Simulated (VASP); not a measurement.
CsI: single point with PBE

CsI:

```
Cs I
1.0
     4.56670    0.00000    0.00000
     0.00000    4.56670    0.00000
     0.00000    0.00000    4.56670
Cs I
1 1
Direct
  0.00359 0.99980 0.00891
  0.50622 0.50069 0.49032
```

The cell isn't the ideal one: atoms moved at random, drawn with an rms of 0.05 Å.

```yaml
Program: VASP 6.6.1
Task: single point
Functional: PBE
Potentials_or_basis: VASP PAW PBE potentials, release 64 (Cs_sv, I)
Cutoff: 520 eV
k_mesh: 6 × 6 × 6
Occupations: fermi-dirac, width 0.05 eV
Spin: no spin polarisation
```

- Pressure: 0.8 GPa
- Largest force: 0.068 eV/Å
- Band gap on the k mesh: 3.88 eV, indirect (least direct gap 3.97 eV)

Forces on the atoms (eV/Å):
```
Cs   0.010  0.003 -0.067
I   -0.010 -0.003  0.067
```

Levels at points of the mesh, in eV from the valence-band top:
```tsv
k point	band 5	band 6	band 7	band 8	band 9	band 10	band 11	band 12
(0.00, 0.00, 0.00)	-7.09	-0.09	-0.09	-0.09	3.88	4.18	4.20	7.76
(0.50, 0.00, 0.00)	-7.02	-1.56	-0.25	-0.24	5.20	6.48	6.73	6.79
(0.00, 0.50, 0.00)	-7.02	-1.56	-0.25	-0.24	5.20	6.48	6.73	6.79
(0.00, 0.00, 0.50)	-7.02	-1.56	-0.24	-0.24	5.19	6.49	6.74	6.83
(0.50, 0.50, 0.00)	-6.99	-0.86	-0.86	0.00	4.25	4.93	6.11	6.11
(0.00, 0.50, 0.50)	-6.98	-0.86	-0.86	0.00	4.25	4.93	6.10	6.11
(0.50, 0.00, 0.50)	-6.98	-0.86	-0.86	0.00	4.25	4.92	6.10	6.11
(0.50, 0.50, 0.50)	-7.34	-1.31	-1.31	-1.31	7.14	7.14	7.18	7.87
```

Wall time 91 s on 1 thread of Intel(R) Xeon(R) Platinum 8488C (Sapphire Rapids) (shared host), peak memory 0.3 GiB.

Caveat: spin-orbit coupling is left out, which moves the levels of the heavy elements. A k mesh can miss the band edges.
